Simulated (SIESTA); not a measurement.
The system is La.

```
CELL_PARAMETERS angstrom
-2.12383 2.12383 2.12383
2.12383 -2.12383 2.12383
2.12383 2.12383 -2.12383
ATOMIC_POSITIONS crystal
La 0.00000 0.00000 0.00000
```

This isn't the form of La at room conditions, which is double hcp.

Base run:

```yaml
Program: SIESTA 5.4.2
Functional: PBE
Potentials_or_basis: PseudoDojo 0.4 standard (PBE files)
Basis: DZP (energy shift 0.002 Ry; radii capped at 9.5 bohr)
Grid_cutoff: 800 Ry
Energy_shift: 0.002 Ry
k_mesh: 9 × 9 × 9
Occupations: fermi-dirac, width 0.05 eV
Spin: no spin polarisation
```

Its results: band gap on the k mesh none (metal or under the smearing width); pressure 1.4 GPa.

Problem. The run is repeated on the same cell with these changes: functional from PBE to LDA; basis from DZP (energy shift 0.002 Ry; radii capped at 9.5 bohr) to SZ (energy shift 0.002 Ry; radii capped at 9.5 bohr). What comes out?

Solution. Band gap on the k mesh none (metal or under the smearing width); pressure -3.7 GPa.

Several settings changed at once, so the effect can't be laid on one alone.

Caveats: the basis of atomic orbitals isn't converged, which shifts pressures, moduli and gaps; semicore shells carry a single zeta, which can move pressures by several GPa and volumes by a few percent (some runs); the basis has no polarisation orbitals (some runs); the potentials were made for another functional, which shifts forces and pressure (some runs).
